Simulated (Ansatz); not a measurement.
# How far is this LiH from the hull?

All numbers below come from Ansatz 0.2.0, DFT PBE, scalar-relativistic, plane waves, PAW. Settings: cutoff 420 eV, Γ-centred meshes spaced at most about 0.3 Å⁻¹ (2π included), Gaussian smearing. No spin polarisation.

Formation energies are uncorrected and refer to the elements' standard structures at the same level (H₂ as a molecule).

Temperature and zero-point effects are left out. With hydrogen, zero-point motion can shift formation energies by some tens of meV/atom.

The competitors are the elements and 1 reference phase of this chemical system (from databases or known types: LiH), relaxed at the same level; other known phases may be missing.

The candidate was reached from: AlRu type (Pm-3m).

```
Li H
1.0
     2.50699    0.00000    0.00000
     0.00000    2.50699    0.00000
     0.00000    0.00000    2.50699
Li H
1 1
Direct
  0.50000 0.50000 0.50000
  0.00000 0.00000 0.00000
```

Problem. Is it stable, and against what?

Solution. Not the lowest form: another structure of the same formula lies lower. Its formation energy is -0.182 eV/atom. The lowest competing phase at this composition is this:

```
phase      space group         source  share of atoms  ΔE_f (eV/atom)
  LiH  Fm-3m (No. 225)  textbook type          1.0000          -0.417
```

The candidate lies 0.23 eV/atom above this phase. The candidate matches no cell in the subsets of the Crystallography Open Database and the Materials Project at hand. A phase this far over the hull is unlikely to be made. Shaken at random and relaxed again it fell by 181 meV/atom, so it probably isn't a firm minimum. It has the caesium chloride type.
